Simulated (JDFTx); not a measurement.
# AlN (P6_3mc) in JDFTx: notebook

Aim: see how the results for AlN move with the level of theory and the settings. Levels: LDA, PBEsol. Tasks: band structure.

Everything below comes from runs of JDFTx 1.7.0 (patched build). Logs are shortened: lines on timing, memory, paths and dates and some standing lists are left out, and cuts for length are marked. The log counts tension as positive stress, the text compression.

**The experiment to reproduce.**

“Self-assembly of well-separated AlN nanowires directly on sputtered metallic TiN films”, 2019, arxiv:1910.07391 quotes, for a bulk crystal of AlN at 10 K: band gap 6.034 eV (an exciton energy, a little under the gap).

The runs below are set against these values where they give the same quantity.

## 1. Starting point

Symmetry: P6_3mc, No. 186, hexagonal system. The conventional cell has a = 3.113 Å, b = 3.113 Å, c = 4.981 Å, α = 90.00°, β = 90.00°, γ = 120.00°. Around Al (site symmetry 3m) lie 4 N at 1.89 Å. Around N (site symmetry 3m) lie 4 Al at 1.89 Å.

## 2. Band structure, LDA

Input file bands.in:

```
lattice \
    5.8827174260    -2.9413587130     0.0000000000 \
    0.0000000000     5.0945827342     0.0000000000 \
    0.0000000000     0.0000000000     9.4127258268
coords-type Cartesian
ion Al     2.9413587133     1.6981942446     4.7063629134 1
ion Al    -0.0000000003     3.3963884896     0.0000000000 1
ion N      2.9413587133     1.6981942446     8.2831987275 1
ion N     -0.0000000003     3.3963884896     3.5768358142 1

ion-species pseudo/Al.upf
ion-species pseudo/N.upf
elec-cutoff 42 336
elec-ex-corr lda-PW
elec-smearing Fermi 0.0018374661
elec-n-bands 14
electronic-minimize nIterations 30 energyDiffThreshold 1e-06
davidson-band-ratio 1.3
forces-output-coords Cartesian
include path.kpoints
symmetries none
fix-electron-density run.$VAR

dump-name bands.$VAR
dump End Ecomponents EigStats BandEigs Kpoints Forces
```

Input file path.kpoints:

```
kpoint +0.0000000000 +0.0000000000 +0.0000000000 0.020000000000
kpoint +0.0833333333 +0.0000000000 +0.0000000000 0.020000000000
kpoint +0.1666666667 +0.0000000000 +0.0000000000 0.020000000000
kpoint +0.2500000000 +0.0000000000 +0.0000000000 0.020000000000
kpoint +0.3333333333 +0.0000000000 +0.0000000000 0.020000000000
kpoint +0.4166666667 +0.0000000000 +0.0000000000 0.020000000000
kpoint +0.5000000000 +0.0000000000 +0.0000000000 0.020000000000
kpoint +0.4444444444 +0.1111111111 +0.0000000000 0.020000000000
kpoint +0.3888888889 +0.2222222222 +0.0000000000 0.020000000000
kpoint +0.3333333333 +0.3333333333 +0.0000000000 0.020000000000
kpoint +0.2916666667 +0.2916666667 +0.0000000000 0.020000000000
kpoint +0.2500000000 +0.2500000000 +0.0000000000 0.020000000000
kpoint +0.2083333333 +0.2083333333 +0.0000000000 0.020000000000
kpoint +0.1666666667 +0.1666666667 +0.0000000000 0.020000000000
kpoint +0.1250000000 +0.1250000000 +0.0000000000 0.020000000000
kpoint +0.0833333333 +0.0833333333 +0.0000000000 0.020000000000
kpoint +0.0416666667 +0.0416666667 +0.0000000000 0.020000000000
kpoint +0.0000000000 +0.0000000000 +0.0000000000 0.020000000000
kpoint +0.0000000000 +0.0000000000 +0.1666666667 0.020000000000
kpoint +0.0000000000 +0.0000000000 +0.3333333333 0.020000000000
kpoint +0.0000000000 +0.0000000000 +0.5000000000 0.020000000000
kpoint +0.0714285714 +0.0000000000 +0.5000000000 0.020000000000
kpoint +0.1428571429 +0.0000000000 +0.5000000000 0.020000000000
kpoint +0.2142857143 +0.0000000000 +0.5000000000 0.020000000000
kpoint +0.2857142857 +0.0000000000 +0.5000000000 0.020000000000
kpoint +0.3571428571 +0.0000000000 +0.5000000000 0.020000000000
kpoint +0.4285714286 +0.0000000000 +0.5000000000 0.020000000000
kpoint +0.5000000000 +0.0000000000 +0.5000000000 0.020000000000
kpoint +0.4583333333 +0.0833333333 +0.5000000000 0.020000000000
kpoint +0.4166666667 +0.1666666667 +0.5000000000 0.020000000000
kpoint +0.3750000000 +0.2500000000 +0.5000000000 0.020000000000
kpoint +0.3333333333 +0.3333333333 +0.5000000000 0.020000000000
kpoint +0.2962962963 +0.2962962963 +0.5000000000 0.020000000000
kpoint +0.2592592593 +0.2592592593 +0.5000000000 0.020000000000
kpoint +0.2222222222 +0.2222222222 +0.5000000000 0.020000000000
kpoint +0.1851851852 +0.1851851852 +0.5000000000 0.020000000000
kpoint +0.1481481481 +0.1481481481 +0.5000000000 0.020000000000
kpoint +0.1111111111 +0.1111111111 +0.5000000000 0.020000000000
kpoint +0.0740740741 +0.0740740741 +0.5000000000 0.020000000000
kpoint +0.0370370370 +0.0370370370 +0.5000000000 0.020000000000
kpoint +0.0000000000 +0.0000000000 +0.5000000000 0.020000000000
kpoint +0.5000000000 +0.0000000000 +0.5000000000 0.020000000000
kpoint +0.5000000000 +0.0000000000 +0.3750000000 0.020000000000
kpoint +0.5000000000 +0.0000000000 +0.2500000000 0.020000000000
kpoint +0.5000000000 +0.0000000000 +0.1250000000 0.020000000000
kpoint +0.5000000000 +0.0000000000 +0.0000000000 0.020000000000
kpoint +0.3333333333 +0.3333333333 +0.0000000000 0.020000000000
kpoint +0.3333333333 +0.3333333333 +0.1666666667 0.020000000000
kpoint +0.3333333333 +0.3333333333 +0.3333333333 0.020000000000
kpoint +0.3333333333 +0.3333333333 +0.5000000000 0.020000000000
```

Potentials or basis: PseudoDojo-SR-LDA-0.4.1-standard with smoothed tails.

Command:

```sh
$ jdftx -c 1 -i bands.in -o bands.out
```

What it wrote:

```text
*************** JDFTx 1.7.0 (patched build) ***************

Input parsed successfully to the following command list (including defaults):
[... the input with its defaults ...]

---------- Initializing the Grid ----------
R =
[      5.88272     -2.94136            0  ]
[            0      5.09458            0  ]
[            0            0      9.41273  ]
unit cell volume = 282.099
G =
[    1.06808   0.616654         -0  ]
[          0    1.23331          0  ]
[          0         -0    0.66752  ]
Minimum fftbox size, Smin = [  52  52  80  ]
Chosen fftbox size, S = [  54  54  80  ]

---------- Initializing tighter grid for wavefunction operations ----------
R =
[      5.88272     -2.94136            0  ]
[            0      5.09458            0  ]
[            0            0      9.41273  ]
unit cell volume = 282.099
G =
[    1.06808   0.616654         -0  ]
[          0    1.23331          0  ]
[          0         -0    0.66752  ]
Minimum fftbox size, Smin = [  36  36  56  ]
Chosen fftbox size, S = [  36  36  56  ]

---------- Exchange Correlation functional ----------
Initalized Slater LDA exchange.
Initalized Perdew-Wang LDA correlation.

---------- Setting up pseudopotentials ----------
Width of ionic core gaussian charges (only for fluid interactions / plotting) set to 0

Reading pseudopotential file 'pseudo/Al.upf':
  'Al' pseudopotential, 'SLA  PW   NOGX NOGC' functional
  Generated using ONCVPSP code by D. R. Hamann
  3 valence electrons, 2 orbitals, 6 projectors, 1001 radial grid points, with lMax = 2
    3S    l: 0   occupation:  2.0   eigenvalue: -0.287752
    3P    l: 1   occupation:  1.0   eigenvalue: -0.102308
  Core radius for overlap checks: 1.74 bohrs.

Reading pseudopotential file 'pseudo/N.upf':
  'N' pseudopotential, 'SLA  PW   NOGX NOGC' functional
  Generated using ONCVPSP code by D. R. Hamann
  5 valence electrons, 2 orbitals, 4 projectors, 1001 radial grid points, with lMax = 1
    2S    l: 0   occupation:  2.0   eigenvalue: -0.676963
    2P    l: 1   occupation:  3.0   eigenvalue: -0.266038
  Core radius for overlap checks: 1.31 bohrs.

Initialized 2 species with 4 total atoms.

Folded 50 k-points by 1x1x1 to 50 k-points.

---------- Setting up k-points, bands, fillings ----------
No reducable k-points.
Computing the number of bands and number of electrons
Calculating initial fillings.
nElectrons:  16.000000   nBands: 14   nStates: 50

----- Setting up reduced wavefunction bases (one per k-point) -----
average nbasis = 3670.680 , ideal nbasis = 3667.499

---------- Setting up ewald sum ----------
Optimum gaussian width for ewald sums = 2.076670 bohr.
Real space sum over 1089 unit cells with max indices [  5  5  4  ]
Reciprocal space sum over 2873 terms with max indices [  6  6  8  ]

---------- Allocating electronic variables ----------
Reading n from file 'run.n' ... done
Initializing wave functions:  linear combination of atomic orbitals

----------- Band structure minimization -------------
Minimization will be done independently for each quantum number.

---- Minimization of quantum number:     0  [ +0.0000000 +0.0000000 +0.0000000 ]  0.040000000 ----
BandDavidson: Iter:   0  Eband: +0.187672662880627
BandDavidson: Iter:   1  Eband: +0.172459405544985  dEband: -1.521326e-02
BandDavidson: Iter:   2  Eband: +0.170636914823906  dEband: -1.822491e-03
BandDavidson: Iter:   3  Eband: +0.170050336870927  dEband: -5.865780e-04
[... 789 lines of inner loops ...]
BandDavidson: Iter:  11  Eband: +0.154320166097313  dEband: -1.334646e-06
BandDavidson: Iter:  12  Eband: +0.154319464079013  dEband: -7.020183e-07
BandDavidson: Converged (dEband<1.000000e-06)
	FillingsUpdate:  mu: +0.300000000  nElectrons: 16.000000

Dumping 'bands.eigStats' ...
	eMin: -0.301141 at state 0 ( [ +0.000000 +0.000000 +0.000000 ] spin 0 )
	HOMO: +0.249643 at state 17 ( [ +0.000000 +0.000000 +0.000000 ] spin 0 )
	mu  : +0.300000
	LUMO: +0.406040 at state 0 ( [ +0.000000 +0.000000 +0.000000 ] spin 0 )
	eMax: +0.725393 at state 17 ( [ +0.000000 +0.000000 +0.000000 ] spin 0 )
	HOMO-LUMO gap: +0.156397
	Optical gap  : +0.156397 at state 17 ( [ +0.000000 +0.000000 +0.000000 ] spin 0 )
Done!
[note: mu, HOMO and LUMO in a band run belong to the points of the path alone and aren't those of the crystal]
```

Wall time 40 s (1 thread of Arm Neoverse V1, shared host); peak memory 0.1 GiB.

What came out:

```yaml
Band_gap_along_the_path: 4.26 eV, direct
```

Levels at the corners of the path, in eV from the valence-band top:
```tsv
point	band 6	band 7	band 8	band 9
Γ	-0.18	-0.18	0.00	4.26
M	-2.08	-1.79	-0.66	5.70
K	-2.44	-2.40	-2.40	4.95
Γ	-0.18	-0.18	0.00	4.26
A	-0.52	-0.52	-0.52	6.43
L	-1.45	-1.36	-1.36	5.24
H	-3.87	-0.79	-0.79	7.33
A	-0.52	-0.52	-0.52	6.43
L	-1.45	-1.36	-1.36	5.24
M	-2.08	-1.79	-0.66	5.70
K	-2.44	-2.40	-2.40	4.95
H	-3.87	-0.79	-0.79	7.33
```

## 3. Band structure, PBEsol

Input file bands.in:

```
lattice \
    3.1130000000    -1.5565000000     0.0000000000 \
    0.0000000000     2.6959370820     0.0000000000 \
    0.0000000000     0.0000000000     4.9810000000
latt-scale 1.889726124626 1.889726124626 1.889726124626
coords-type Lattice
ion Al     0.6666666667     0.3333333333     0.5000000000 1
ion Al     0.3333333333     0.6666666667     0.0000000000 1
ion N      0.6666666667     0.3333333333     0.8800000000 1
ion N      0.3333333333     0.6666666667     0.3800000000 1

ion-species pseudo/Al.upf
ion-species pseudo/N.upf
elec-cutoff 42 336
elec-ex-corr gga-PBEsol
elec-smearing Fermi 0.0018374661
elec-n-bands 14
electronic-minimize nIterations 30 energyDiffThreshold 1e-06
davidson-band-ratio 1.3
forces-output-coords Cartesian
include path.kpoints
symmetries none
fix-electron-density run.$VAR

dump-name bands.$VAR
dump End Ecomponents EigStats BandEigs Kpoints Forces
```

path.kpoints is that of step 2.

Potentials or basis: PseudoDojo-SR-PBEsol-0.4.1-standard with smoothed tails.

Command:

```sh
$ jdftx -c 1 -i bands.in -o bands.out
```

It took 40 s on 1 thread of Arm Neoverse V1, shared host; peak memory 0.11 GiB.

It converged, with:

| Quantity | Value |
| --- | --- |
| Band gap along the path | 4.14 eV, direct |

Levels at the corners of the path, in eV from the valence-band top:
```tsv
point	band 5	band 6	band 7	band 8	band 9
Γ	-0.84	-0.18	-0.18	0.00	4.14
M	-3.37	-2.08	-1.80	-0.66	5.69
K	-3.79	-2.45	-2.40	-2.40	4.91
Γ	-0.84	-0.18	-0.18	0.00	4.14
A	-0.52	-0.52	-0.52	-0.52	6.38
L	-1.45	-1.45	-1.37	-1.37	5.20
H	-3.89	-3.89	-0.79	-0.79	7.31
A	-0.52	-0.52	-0.52	-0.52	6.38
L	-1.45	-1.45	-1.37	-1.37	5.20
M	-3.37	-2.08	-1.80	-0.66	5.69
K	-3.79	-2.45	-2.40	-2.40	4.91
H	-3.89	-3.89	-0.79	-0.79	7.31
```

## 4. How close it comes

Step 2. A measured gap of AlN is 6.034 eV (an exciton energy, a little under the gap; 10 K; quoted in “Self-assembly of well-separated AlN nanowires directly on sputtered metallic TiN films”, 2019, arxiv:1910.07391); the calculated 4.26 eV misses it by -1.78 eV. 2 values of this kind are on record (6.034 to 6.0343 eV); this one was drawn at random. The value is that of LDA, without temperature or zero-point motion. Semilocal functionals fall short of measured gaps as a rule.

Step 3. Measured gap of AlN: 6.034 eV (an exciton energy, a little under the gap; 10 K; quoted in “Self-assembly of well-separated AlN nanowires directly on sputtered metallic TiN films”, 2019, arxiv:1910.07391). This calculation gives 4.14 eV (-1.90 eV). 2 values of this kind are on record (6.034 to 6.0343 eV); this one was drawn at random. The value is that of PBEsol, without temperature or zero-point motion. Semilocal functionals fall short of measured gaps as a rule.
